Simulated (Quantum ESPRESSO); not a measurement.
# Pb: equation of state with WC

The system is Pb.

```
CELL_PARAMETERS angstrom
0.00000 2.47502 2.47502
2.47502 0.00000 2.47502
2.47502 2.47502 0.00000
ATOMIC_POSITIONS crystal
Pb 0.00000 0.00000 0.00000
```

| Property | Result |
| --- | --- |
| Program | Quantum ESPRESSO 7.5 |
| Task | equation of state |
| Functional | WC |
| Potentials or basis | PseudoDojo 0.4.1 SR PBE standard |
| Cutoff | 762 eV |
| Density cutoff | 3048 eV |
| k mesh | 9 × 9 × 9 |
| Occupations | fermi-dirac, width 0.05 eV |
| Spin | no spin polarisation |

```json
{
  "Equilibrium volume": "30.03 Å³/atom",
  "Bulk modulus": "50 GPa",
  "Pressure derivative of the bulk modulus": "5.4"
}
```

Energy against volume, from the lowest point:
```
volume (Å³/atom)  energy (meV/atom)
          28.503              13.06
          29.110               4.28
          29.716               0.10
          30.323               0.00
          30.929               3.47
          31.535              10.08
          32.142              19.44
```

All runs of the series together: 42 s on 1 thread of AMD EPYC 7B13 (Zen 3), with other jobs on the host.

Caveat: the potentials were made for another functional, which shifts forces and pressure. Spin-orbit coupling is left out, which matters for the levels of Pb.
